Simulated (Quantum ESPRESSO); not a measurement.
# HgSe (F-43m) in Quantum ESPRESSO: settings compared

One crystal, HgSe, is run at these levels: LDA, PBEsol; tasks: band structure.

All numbers are computed with Quantum ESPRESSO 7.5; they aren't measurements. Logs are shortened: lines on timing, memory, paths and dates and some standing lists are left out, and cuts for length are marked.

### Step 1. The structure

Symmetry: F-43m, No. 216, cubic system. Conventional cell: a = 6.078 Å, b = 6.078 Å, c = 6.078 Å, α = 90.00°, β = 90.00°, γ = 90.00°. Hg (site symmetry -43m) is surrounded by 4 Se at 2.63 Å. Se (site symmetry -43m) is surrounded by 4 Hg at 2.63 Å.

### Step 2. Band structure, LDA

Input file pw.in:

```
&CONTROL
  calculation = 'scf'
  prefix = 'pwscf'
  outdir = './tmp'
  pseudo_dir = './pseudo'
  tprnfor = .true.
  tstress = .true.
  disk_io = 'low'
/
&SYSTEM
  ibrav = 0
  A = 4.29779502
  nat = 2
  ntyp = 2
  ecutwfc = 86
  nbnd = 26
  occupations = 'smearing'
  smearing = 'fd'
  degauss = 0.00367493
/
&ELECTRONS
  conv_thr = 4d-10
  electron_maxstep = 120
  mixing_beta = 0.5
/
ATOMIC_SPECIES
Hg   200.5920 Hg.upf
Se    78.9710 Se.upf
CELL_PARAMETERS alat
   0.0000000000    0.7071067805    0.7071067805
   0.7071067805    0.0000000000    0.7071067805
   0.7071067805    0.7071067805    0.0000000000
ATOMIC_POSITIONS alat
Hg     0.0000000000    0.0000000000    0.0000000000
Se     1.0606601708    1.0606601708    1.0606601708
K_POINTS automatic
8 8 8 0 0 0
```

Input file bands.in:

```
&CONTROL
  calculation = 'bands'
  prefix = 'pwscf'
  outdir = './tmp'
  pseudo_dir = './pseudo'
  disk_io = 'low'
  verbosity = 'high'
/
&SYSTEM
  ibrav = 0
  A = 4.29779502
  nat = 2
  ntyp = 2
  ecutwfc = 86
  nbnd = 26
  occupations = 'smearing'
  smearing = 'fd'
  degauss = 0.00367493
/
&ELECTRONS
  conv_thr = 1d-08
  electron_maxstep = 120
  mixing_beta = 0.5
  diago_full_acc = .true.
/
ATOMIC_SPECIES
Hg   200.5920 Hg.upf
Se    78.9710 Se.upf
CELL_PARAMETERS alat
   0.0000000000    0.7071067805    0.7071067805
   0.7071067805    0.0000000000    0.7071067805
   0.7071067805    0.7071067805    0.0000000000
ATOMIC_POSITIONS alat
Hg     0.0000000000    0.0000000000    0.0000000000
Se     1.0606601708    1.0606601708    1.0606601708
K_POINTS crystal
60
 0.0000000000  0.0000000000  0.0000000000 1
 0.0625000000  0.0000000000  0.0625000000 1
 0.1250000000  0.0000000000  0.1250000000 1
 0.1875000000  0.0000000000  0.1875000000 1
 0.2500000000  0.0000000000  0.2500000000 1
 0.3125000000  0.0000000000  0.3125000000 1
 0.3750000000  0.0000000000  0.3750000000 1
 0.4375000000  0.0000000000  0.4375000000 1
 0.5000000000  0.0000000000  0.5000000000 1
 0.5000000000  0.0625000000  0.5625000000 1
 0.5000000000  0.1250000000  0.6250000000 1
 0.5000000000  0.1875000000  0.6875000000 1
 0.5000000000  0.2500000000  0.7500000000 1
 0.4375000000  0.3125000000  0.7500000000 1
 0.3750000000  0.3750000000  0.7500000000 1
 0.3375000000  0.3375000000  0.6750000000 1
 0.3000000000  0.3000000000  0.6000000000 1
 0.2625000000  0.2625000000  0.5250000000 1
 0.2250000000  0.2250000000  0.4500000000 1
 0.1875000000  0.1875000000  0.3750000000 1
 0.1500000000  0.1500000000  0.3000000000 1
 0.1125000000  0.1125000000  0.2250000000 1
 0.0750000000  0.0750000000  0.1500000000 1
 0.0375000000  0.0375000000  0.0750000000 1
 0.0000000000  0.0000000000  0.0000000000 1
 0.0625000000  0.0625000000  0.0625000000 1
 0.1250000000  0.1250000000  0.1250000000 1
 0.1875000000  0.1875000000  0.1875000000 1
 0.2500000000  0.2500000000  0.2500000000 1
 0.3125000000  0.3125000000  0.3125000000 1
 0.3750000000  0.3750000000  0.3750000000 1
 0.4375000000  0.4375000000  0.4375000000 1
 0.5000000000  0.5000000000  0.5000000000 1
 0.5250000000  0.4500000000  0.5250000000 1
 0.5500000000  0.4000000000  0.5500000000 1
 0.5750000000  0.3500000000  0.5750000000 1
 0.6000000000  0.3000000000  0.6000000000 1
 0.6250000000  0.2500000000  0.6250000000 1
 0.5833333333  0.2500000000  0.6666666667 1
 0.5416666667  0.2500000000  0.7083333333 1
 0.5000000000  0.2500000000  0.7500000000 1
 0.5000000000  0.2857142857  0.7142857143 1
 0.5000000000  0.3214285714  0.6785714286 1
 0.5000000000  0.3571428571  0.6428571429 1
 0.5000000000  0.3928571429  0.6071428571 1
 0.5000000000  0.4285714286  0.5714285714 1
 0.5000000000  0.4642857143  0.5357142857 1
 0.5000000000  0.5000000000  0.5000000000 1
 0.4821428571  0.4821428571  0.5357142857 1
 0.4642857143  0.4642857143  0.5714285714 1
 0.4464285714  0.4464285714  0.6071428571 1
 0.4285714286  0.4285714286  0.6428571429 1
 0.4107142857  0.4107142857  0.6785714286 1
 0.3928571429  0.3928571429  0.7142857143 1
 0.3750000000  0.3750000000  0.7500000000 1
 0.6250000000  0.2500000000  0.6250000000 1
 0.5937500000  0.1875000000  0.5937500000 1
 0.5625000000  0.1250000000  0.5625000000 1
 0.5312500000  0.0625000000  0.5312500000 1
 0.5000000000  0.0000000000  0.5000000000 1
```

Potentials or basis: PseudoDojo 0.4.1 SR LDA standard.

Launch:

```
OMP_NUM_THREADS=1 pw.x -in pw.in > pw.out
OMP_NUM_THREADS=1 pw.x -in bands.in > bands.out
```

pw.out:

```text
This program is part of the open-source Quantum ESPRESSO suite
     for quantum simulation of materials; please cite
[... 9 lines left out ...]
     --------------------
     sticks:   dense  smooth     PW     G-vecs:    dense   smooth      PW
     Sum        1555    1555    451                40821    40821    6375

     Using Slab Decomposition

     bravais-lattice index     =            0
     lattice parameter (alat)  =       8.1217  a.u.
     unit-cell volume          =     378.8076 (a.u.)^3
     number of atoms/cell      =            2
     number of atomic types    =            2
     number of electrons       =        36.00
     number of Kohn-Sham states=           26
     kinetic-energy cutoff     =      86.0000  Ry
     charge density cutoff     =     344.0000  Ry
     scf convergence threshold =      4.0E-10
     mixing beta               =       0.5000
     number of iterations used =            8  plain     mixing
     Exchange-correlation= SLA  PW   NOGX NOGC
                           (   1   4   0   0   0   0   0)

     celldm(1)=   8.121656  celldm(2)=   0.000000  celldm(3)=   0.000000
     celldm(4)=   0.000000  celldm(5)=   0.000000  celldm(6)=   0.000000

     crystal axes: (cart. coord. in units of alat)
               a(1) = (   0.000000   0.707107   0.707107 )
               a(2) = (   0.707107   0.000000   0.707107 )
               a(3) = (   0.707107   0.707107   0.000000 )

     reciprocal axes: (cart. coord. in units 2 pi/alat)
               b(1) = ( -0.707107  0.707107  0.707107 )
               b(2) = (  0.707107 -0.707107  0.707107 )
               b(3) = (  0.707107  0.707107 -0.707107 )

     PseudoPot. # 1 for Hg read from file:
     Hg.upf
     Pseudo is Norm-conserving + core correction, Zval = 20.0
     Generated using ONCVPSP code by D. R. Hamann
     Using radial grid of 1232 points,  7 beta functions with:
                l(1) =   0
                l(2) =   0
                l(3) =   1
                l(4) =   1
                l(5) =   2
                l(6) =   2
                l(7) =   3

     PseudoPot. # 2 for Se read from file:
     Se.upf
     Pseudo is Norm-conserving + core correction, Zval = 16.0
     Generated using ONCVPSP code by D. R. Hamann
     Using radial grid of 1198 points,  6 beta functions with:
                l(1) =   0
                l(2) =   0
                l(3) =   1
                l(4) =   1
                l(5) =   2
                l(6) =   2

     atomic species   valence    mass     pseudopotential
     Hg               20.00   200.59200     Hg( 1.00)
     Se               16.00    78.97100     Se( 1.00)

     24 Sym. Ops. (no inversion) found

   Cartesian axes

     site n.     atom                  positions (alat units)
         1        Hg     tau(   1) = (   0.0000000   0.0000000   0.0000000  )
         2        Se     tau(   2) = (   1.0606602   1.0606602   1.0606602  )

     number of k points=    29  Fermi-Dirac smearing, width (Ry)=  0.0037
                       cart. coord. in units 2pi/alat
        k(    1) = (   0.0000000   0.0000000   0.0000000), wk =   0.0039062
        k(    2) = (   0.0883883   0.0883883  -0.0883883), wk =   0.0312500
        k(    3) = (   0.1767767   0.1767767  -0.1767767), wk =   0.0312500
        k(    4) = (   0.2651650   0.2651650  -0.2651650), wk =   0.0312500
        k(    5) = (  -0.3535534  -0.3535534   0.3535534), wk =   0.0156250
        k(    6) = (   0.1767767   0.0000000   0.0000000), wk =   0.0234375
[... 21 lines left out ...]
        k(   28) = (  -0.7071068   0.1767767   0.0000000), wk =   0.0468750
        k(   29) = (  -0.7071068   0.3535534   0.0000000), wk =   0.0234375

     Dense  grid:    40821 G-vectors     FFT dimensions: (  48,  48,  48)

     Initial potential from superposition of free atoms

     starting charge      35.9999, renormalised to      36.0000
     Starting wfcs are   19 randomized atomic wfcs +    7 random wfcs

     Self-consistent Calculation

     iteration #  1     ecut=    86.00 Ry     beta= 0.50
     Davidson diagonalization with overlap
     ethr =  1.00E-02,  avg # of iterations =  5.3

     Threshold (ethr) on eigenvalues was too large:
     Diagonalizing with lowered threshold

     Davidson diagonalization with overlap
     ethr =  1.81E-04,  avg # of iterations =  3.1

     total energy              =    -575.81028590 Ry
     estimated scf accuracy    <       0.06552165 Ry

     iteration #  2     ecut=    86.00 Ry     beta= 0.50
     Davidson diagonalization with overlap
     ethr =  1.82E-04,  avg # of iterations =  2.2
[... 36 lines left out ...]
     total energy              =    -575.83004408 Ry
     estimated scf accuracy    <          1.5E-09 Ry

     iteration #  8     ecut=    86.00 Ry     beta= 0.50
     Davidson diagonalization with overlap
     ethr =  4.09E-12,  avg # of iterations =  2.0

     End of self-consistent calculation

          k = 0.0000 0.0000 0.0000 (  5029 PWs)   bands (ev):

  -106.0379 -54.2413 -54.2413 -54.2413 -38.9151 -38.9151 -38.9151 -38.9108
   -38.9108  -4.7474   1.6301   1.6301   1.6301   2.3834   2.3834   7.6412
     8.8063   8.8063   8.8063  14.2011  14.2011  14.2011  17.0162  20.1763
    20.1764  20.4691

          k = 0.0884 0.0884-0.0884 (  5071 PWs)   bands (ev):

  -106.0379 -54.2413 -54.2413 -54.2413 -38.9152 -38.9151 -38.9151 -38.9108
   -38.9108  -4.6797   1.6545   1.6609   1.6609   2.3808   2.3808   6.8288
     8.6449   8.6449   9.3204  13.8146  14.4198  14.4198  18.0404  19.1895
    19.1895  19.8842
[... 15 lines left out ...]
          k =-0.3536-0.3536 0.3536 (  5120 PWs)   bands (ev):

  -106.0379 -54.2417 -54.2414 -54.2414 -38.9153 -38.9151 -38.9151 -38.9108
   -38.9108  -4.2600   1.8027   1.8027   2.4312   2.4312   2.7000   3.1962
     7.8198   7.8198   9.7503  14.9715  14.9715  15.5780  17.7543  20.5084
    20.5084  21.3141

          k = 0.1768 0.0000 0.0000 (  5065 PWs)   bands (ev):

  -106.0379 -54.2413 -54.2413 -54.2413 -38.9152 -38.9151 -38.9151 -38.9108
   -38.9108  -4.6571   1.6251   1.6904   1.6904   2.3584   2.4000   6.7560
     8.3868   8.3868   9.7687  13.2891  14.7166  14.7166  17.9160  18.5670
    20.2026  21.0118

          k = 0.2652 0.0884-0.0884 (  5084 PWs)   bands (ev):

  -106.0379 -54.2415 -54.2413 -54.2413 -38.9152 -38.9151 -38.9151 -38.9108
   -38.9108  -4.5219   1.6700   1.7640   1.7800   2.3469   2.4155   5.7969
     7.9832   7.9842  10.3401  13.0928  14.9952  15.2149  17.5355  19.4599
    19.8015  21.2244
[... 22 lines left out ...]
          k =-0.0884-0.2652 0.2652 (  5100 PWs)   bands (ev):

  -106.0379 -54.2415 -54.2414 -54.2413 -38.9153 -38.9151 -38.9151 -38.9108
   -38.9108  -4.4060   1.7704   1.7814   1.9086   2.3603   2.4303   4.9496
     7.3023   8.2111  10.4239  14.0458  14.7328  14.9716  18.3259  18.9531
    20.0110  21.8532

          k = 0.0000-0.1768 0.1768 (  5084 PWs)   bands (ev):

  -106.0379 -54.2414 -54.2413 -54.2413 -38.9152 -38.9151 -38.9151 -38.9108
   -38.9108  -4.5782   1.6906   1.6967   1.7371   2.3597   2.4012   6.0999
     7.9278   8.5656   9.9547  13.5614  14.5899  14.8125  18.3387  18.8831
    19.1497  20.9494

          k = 0.3536 0.0000 0.0000 (  5073 PWs)   bands (ev):

  -106.0379 -54.2415 -54.2414 -54.2414 -38.9153 -38.9151 -38.9151 -38.9108
   -38.9108  -4.4319   1.6541   1.8532   1.8532   2.3247   2.4403   5.5281
     7.5267   7.5267  10.9685  12.2306  15.9438  15.9438  16.5292  20.2766
    21.0750  22.5367

          k = 0.4419 0.0884-0.0884 (  5088 PWs)   bands (ev):

  -106.0379 -54.2416 -54.2414 -54.2414 -38.9153 -38.9151 -38.9151 -38.9108
   -38.9108  -4.2905   1.7372   1.9383   1.9741   2.3851   2.4586   4.7145
     6.9825   7.1798  11.3199  12.3850  15.5757  16.4322  17.5619  20.4761
    21.3788  22.7959
[... 8 lines left out ...]
          k =-0.0884-0.4419 0.4419 (  5103 PWs)   bands (ev):

  -106.0379 -54.2416 -54.2415 -54.2414 -38.9153 -38.9152 -38.9151 -38.9108
   -38.9108  -4.1698   1.8472   1.9407   2.3226   2.4026   2.6956   3.5995
     6.0882   7.3709  11.4096  13.8193  15.6083  15.9808  18.0110  19.4934
    21.1001  22.6709

          k = 0.0000-0.3536 0.3536 (  5090 PWs)   bands (ev):

  -106.0379 -54.2416 -54.2415 -54.2414 -38.9153 -38.9152 -38.9151 -38.9108
   -38.9108  -4.2646   1.8362   1.8605   2.1475   2.3609   2.4766   4.3122
     6.3467   7.8179  11.1904  14.1894  14.5708  15.4939  18.4841  19.6381
    21.0899  21.6087

          k = 0.5303 0.0000-0.0000 (  5093 PWs)   bands (ev):

  -106.0379 -54.2416 -54.2414 -54.2414 -38.9154 -38.9151 -38.9151 -38.9108
   -38.9108  -4.1964   1.7351   2.0488   2.0488   2.4487   2.4810   4.3473
     6.7720   6.7720  11.4712  11.7249  16.5385  17.4771  17.4771  20.3695
    22.4874  23.1263
[... 8 lines left out ...]
          k =-0.0000-0.5303 0.5303 (  5108 PWs)   bands (ev):

  -106.0379 -54.2416 -54.2415 -54.2414 -38.9153 -38.9152 -38.9151 -38.9108
   -38.9108  -4.1108   1.8515   2.0512   2.2182   2.4374   2.9028   3.4738
     5.8626   6.8990  11.6131  13.1434  16.5361  16.9288  17.0393  20.1899
    22.1508  22.9787

          k =-0.7071 0.0000 0.0000 (  5104 PWs)   bands (ev):

  -106.0379 -54.2417 -54.2414 -54.2414 -38.9154 -38.9151 -38.9151 -38.9108
   -38.9108  -4.0958   1.7659   2.1433   2.1433   2.4980   2.7397   3.6462
     6.4721   6.4721  11.4799  11.6113  17.0129  18.5090  18.5090  20.4152
    21.7662  21.7676

          k = 0.3536 0.1768-0.0000 (  5104 PWs)   bands (ev):

  -106.0379 -54.2415 -54.2414 -54.2413 -38.9153 -38.9151 -38.9151 -38.9108
   -38.9108  -4.3830   1.7366   1.8380   1.9037   2.3511   2.4416   5.0762
     7.0789   7.8211  10.9739  13.0368  14.9010  15.7848  17.6405  20.1171
    20.7042  21.5282
[... 29 lines left out ...]
          k =-0.0000-0.3536 0.5303 (  5124 PWs)   bands (ev):

  -106.0379 -54.2416 -54.2415 -54.2414 -38.9153 -38.9152 -38.9151 -38.9108
   -38.9108  -4.1459   1.8905   1.9526   2.2974   2.3741   2.7216   3.6976
     5.9364   7.0272  11.8806  13.9074  14.5663  16.9614  17.6661  19.7768
    22.0110  22.7188

          k =-0.7071 0.1768 0.0000 (  5090 PWs)   bands (ev):

  -106.0379 -54.2417 -54.2415 -54.2414 -38.9154 -38.9152 -38.9151 -38.9108
   -38.9108  -4.0963   1.8423   2.0793   2.1728   2.4552   2.8725   3.5396
     6.2337   6.4064  11.8802  12.3513  16.5625  16.7021  18.6878  20.9772
    21.3824  21.6965

          k =-0.7071 0.3536 0.0000 (  5124 PWs)   bands (ev):

  -106.0379 -54.2416 -54.2416 -54.2414 -38.9153 -38.9152 -38.9151 -38.9108
   -38.9108  -4.0968   1.9208   2.0304   2.2919   2.3257   2.9971   3.4280
     6.0089   6.3484  12.3416  13.7860  14.7263  16.0716  18.8609  20.9912
    21.2548  21.8215

     the Fermi energy is     8.8607 ev

!    total energy              =    -575.83004408 Ry
     estimated scf accuracy    <          2.7E-11 Ry
     smearing contrib. (-TS)   =      -0.00004396 Ry
     internal energy E=F+TS    =    -575.83000012 Ry

     The total energy is F=E-TS. E is the sum of the following terms:
     one-electron contribution =    -343.30385457 Ry
     hartree contribution      =     176.63819748 Ry
     xc contribution           =    -102.61867638 Ry
     ewald contribution        =    -306.54566665 Ry

     convergence has been achieved in   8 iterations

     Forces acting on atoms (cartesian axes, Ry/au):

     atom    1 type  1   force =     0.00000000    0.00000000   -0.00000000
     atom    2 type  2   force =    -0.00000000   -0.00000000    0.00000000

     Total force =     0.000000     Total SCF correction =     0.000000

     Computing stress (Cartesian axis) and pressure

          total   stress  (Ry/bohr**3)                   (kbar)     P=       -4.92
  -0.00003345  -0.00000000  -0.00000000           -4.92       -0.00       -0.00
  -0.00000000  -0.00003345   0.00000000           -0.00       -4.92        0.00
  -0.00000000   0.00000000  -0.00003345           -0.00        0.00       -4.92

=------------------------------------------------------------------------------=
   JOB DONE.
=------------------------------------------------------------------------------=
```

It took 2.2 min on 1 thread of Arm Neoverse V1, shared host; peak memory 0.16 GiB.

What came out:

| Item | Value |
| --- | --- |
| Free energy | -7834.5669 eV |
| Pressure | -0.5 GPa |
| Band gap on the k mesh | none (metal or under the smearing width) |

Levels at the corners of the path, in eV from the Fermi level:
```tsv
point	band 14	band 15	band 16	band 17	band 18	band 19	band 20	band 21	band 22	band 23
Γ	-6.48	-6.48	-1.22	-0.05	-0.05	-0.05	5.34	5.34	5.34	8.16
X	-6.36	-6.12	-5.21	-2.39	-2.39	2.62	2.75	8.15	9.65	9.65
W	-6.54	-5.86	-5.43	-2.85	-2.51	3.48	4.93	5.87	7.21	10.00
K	-6.42	-5.96	-5.39	-3.00	-1.96	2.75	4.28	7.68	8.07	8.18
Γ	-6.48	-6.48	-1.22	-0.05	-0.05	-0.05	5.34	5.34	5.34	8.16
L	-6.43	-6.16	-5.66	-1.04	-1.04	0.89	6.11	6.11	6.72	8.89
U	-6.42	-5.96	-5.39	-3.00	-1.96	2.75	4.28	7.68	8.07	8.18
W	-6.54	-5.86	-5.43	-2.85	-2.51	3.48	4.93	5.87	7.21	10.00
L	-6.43	-6.16	-5.66	-1.04	-1.04	0.89	6.11	6.11	6.72	8.89
K	-6.42	-5.96	-5.39	-3.00	-1.96	2.75	4.28	7.68	8.07	8.18
U	-6.42	-5.96	-5.39	-3.00	-1.96	2.75	4.28	7.68	8.07	8.18
X	-6.36	-6.12	-5.21	-2.39	-2.39	2.62	2.75	8.15	9.65	9.65
```

Caveat: spin-orbit coupling is left out, which moves the levels of the heavy elements.

### Step 3. Band structure, PBEsol

Input file pw.in:

```
&CONTROL
  calculation = 'scf'
  prefix = 'pwscf'
  outdir = './tmp'
  pseudo_dir = './pseudo'
  tprnfor = .true.
  tstress = .true.
  disk_io = 'low'
/
&SYSTEM
  ibrav = 0
  nat = 2
  ntyp = 2
  ecutwfc = 86
  nbnd = 26
  occupations = 'smearing'
  smearing = 'fd'
  degauss = 0.00367493
/
&ELECTRONS
  conv_thr = 4d-10
  electron_maxstep = 120
  mixing_beta = 0.5
/
ATOMIC_SPECIES
Hg   200.5920 Hg.upf
Se    78.9710 Se.upf
CELL_PARAMETERS angstrom
   0.0000000000    3.0390000000    3.0390000000
   3.0390000000    0.0000000000    3.0390000000
   3.0390000000    3.0390000000    0.0000000000
ATOMIC_POSITIONS angstrom
Hg     0.0000000000    0.0000000000    0.0000000000
Se     4.5585000000    4.5585000000    4.5585000000
K_POINTS automatic
8 8 8 0 0 0
```

Input file pp_density.in:

```
&INPUTPP
  prefix = 'pwscf'
  outdir = './tmp'
  filplot = 'density.dat'
  plot_num = 0
/
&PLOT
  nfile = 1
  filepp(1) = 'density.dat'
  iflag = 3
  output_format = 6
  fileout = 'density.cube'
/
```

Input file pp_potential.in:

```
&INPUTPP
  prefix = 'pwscf'
  outdir = './tmp'
  filplot = 'potential.dat'
  plot_num = 11
/
&PLOT
  nfile = 1
  filepp(1) = 'potential.dat'
  iflag = 3
  output_format = 6
  fileout = 'potential.cube'
/
```

Input file pp_elf.in:

```
&INPUTPP
  prefix = 'pwscf'
  outdir = './tmp'
  filplot = 'elf.dat'
  plot_num = 8
/
&PLOT
  nfile = 1
  filepp(1) = 'elf.dat'
  iflag = 3
  output_format = 6
  fileout = 'elf.cube'
/
```

bands.in: that of step 2 with these lines changed.

```diff
@@ -10,3 +10,2 @@
   ibrav = 0
-  A = 4.29779502
   nat = 2
@@ -28,9 +27,9 @@
 Se    78.9710 Se.upf
-CELL_PARAMETERS alat
-   0.0000000000    0.7071067805    0.7071067805
-   0.7071067805    0.0000000000    0.7071067805
-   0.7071067805    0.7071067805    0.0000000000
-ATOMIC_POSITIONS alat
+CELL_PARAMETERS angstrom
+   0.0000000000    3.0390000000    3.0390000000
+   3.0390000000    0.0000000000    3.0390000000
+   3.0390000000    3.0390000000    0.0000000000
+ATOMIC_POSITIONS angstrom
 Hg     0.0000000000    0.0000000000    0.0000000000
-Se     1.0606601708    1.0606601708    1.0606601708
+Se     4.5585000000    4.5585000000    4.5585000000
 K_POINTS crystal
```

Potentials or basis: PseudoDojo 0.4.1 SR PBEsol standard.

Launch:

```
OMP_NUM_THREADS=1 pw.x -in pw.in > pw.out
OMP_NUM_THREADS=1 pp.x -in pp_density.in > pp_density.out
OMP_NUM_THREADS=1 pp.x -in pp_potential.in > pp_potential.out
OMP_NUM_THREADS=1 pp.x -in pp_elf.in > pp_elf.out
OMP_NUM_THREADS=1 pw.x -in bands.in > bands.out
```

Wall time 2.2 min (1 thread of Arm Neoverse V1, shared host); peak memory 0.16 GiB.

Results (log left out):

```yaml
Free_energy: -7828.0802 eV
Pressure: 1.4 GPa
Band_gap_on_the_k_mesh: none (metal or under the smearing width)
```

Levels at the corners of the path, in eV from the Fermi level:
```csv
point,band 16,band 17,band 18,band 19,band 20,band 21
Γ,-1.09,-0.05,-0.05,-0.05,5.37,5.37
X,-5.18,-2.39,-2.39,2.67,2.82,8.25
W,-5.40,-2.84,-2.51,3.54,4.98,5.94
K,-5.36,-2.99,-1.96,2.81,4.34,7.75
Γ,-1.09,-0.05,-0.05,-0.05,5.37,5.37
L,-5.63,-1.04,-1.04,0.98,6.14,6.14
U,-5.36,-2.99,-1.96,2.81,4.34,7.75
W,-5.40,-2.84,-2.51,3.54,4.98,5.94
L,-5.63,-1.04,-1.04,0.98,6.14,6.14
K,-5.36,-2.99,-1.96,2.81,4.34,7.75
U,-5.36,-2.99,-1.96,2.81,4.34,7.75
X,-5.18,-2.39,-2.39,2.67,2.82,8.25
```

Caveat: spin-orbit coupling is left out, which moves the levels of the heavy elements.
